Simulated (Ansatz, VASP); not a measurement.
## AlN: VASP beside Ansatz

File POSCAR:

```
AlN
1.0
    3.1726132530      0.0000000000      0.0000000000
   -1.5863066265      2.7475636735      0.0000000000
    0.0000000000      0.0000000000      5.1665105932
Al N
2 2
Direct
    0.6666666667      0.3333333333      0.4991072756
    0.3333333333      0.6666666667      0.9991072756
    0.6666666667      0.3333333333      0.8758927244
    0.3333333333      0.6666666667      0.3758927244
```

File INCAR.step1:

```
SYSTEM = AlN
PREC = Accurate ; ENCUT = 520
ISMEAR = 0 ; SIGMA = 0.1
LREAL = .FALSE. ; LASPH = .TRUE.
NELM = 100 ; NBANDS = 16
GGA = PE ; ALGO = Normal
EDIFF = 1E-4 ; LWAVE = .TRUE.
LCHARG = .FALSE.
```

INCAR.step2

```
SYSTEM = AlN
PREC = Accurate ; ENCUT = 520
EDIFF = 1E-6 ; ISMEAR = 0
SIGMA = 0.1 ; LREAL = .FALSE.
LASPH = .TRUE. ; NELM = 100
ALGO = Normal ; ISIF = 2
LWAVE = .FALSE. ; LCHARG = .FALSE.
METAGGA = R2SCAN ; LMIXTAU = .TRUE.
NBANDS = 16 ; ISTART = 1
```

Contents of KPOINTS:

```
Automatic mesh
0
G
  6 6 4
  0 0 0
```

Input for Ansatz:

```yaml
crystal:
  lattice:
    - [3.172613253, 0.0, 0.0]
    - [-1.5863066265, 2.7475636735, 0.0]
    - [0.0, 0.0, 5.1665105932]
  atoms:
    - { symbol: Al, position: [0.6666666667, 0.3333333333, 0.4991072756] }
    - { symbol: Al, position: [0.3333333333, 0.6666666667, 0.9991072756] }
    - { symbol: "N", position: [0.6666666667, 0.3333333333, 0.8758927244] }
    - { symbol: "N", position: [0.3333333333, 0.6666666667, 0.3758927244] }
basis:
  ecutwfc: 500
kpoints:
  mp_grid: { grid: [6, 6, 4] }
hamiltonian:
  xc: r2scan
scf:
  occupations: { method: gaussian, width: 0.1 }
output:
  forces: true
  stress: true
  eigenvalues: true
```

Alike in both runs: task single point; functional r2SCAN; k mesh 6 × 6 × 4; occupations gaussian, width 0.1 eV; no spin polarisation.

|  | VASP | Ansatz |
| --- | --- | --- |
| version | VASP 6.6.1 | Ansatz 0.2.0 |
| potentials or method | VASP PAW PBE potentials, release 64 (Al, N) | scalar-relativistic, plane waves, PAW |
| plane-wave cutoff (eV) | 520 | 500 |
| valence electrons in the cell | 16 | 16 |

Ansatz gave:

* gap on the k mesh at the Fermi level (eV): 4.27
* least direct gap on the mesh (eV): 4.27
* pressure (GPa): -14.2
* largest component of the traceless stress (GPa): 1.81
* rms of the force components (eV/Å): 0.072

Task: Estimate VASP's values.

Result: gap on the k mesh at the Fermi level (eV): 4.31; least direct gap on the mesh (eV): 4.31; pressure (GPa): -14.6; largest component of the traceless stress (GPa): 1.82; rms of the force components (eV/Å): 0.073.

Atom by atom the forces differ by 0.001 eV/Å (rms over components).

Caveats: the PAW data sets were made with another functional, which shifts forces and pressure a little (VASP).
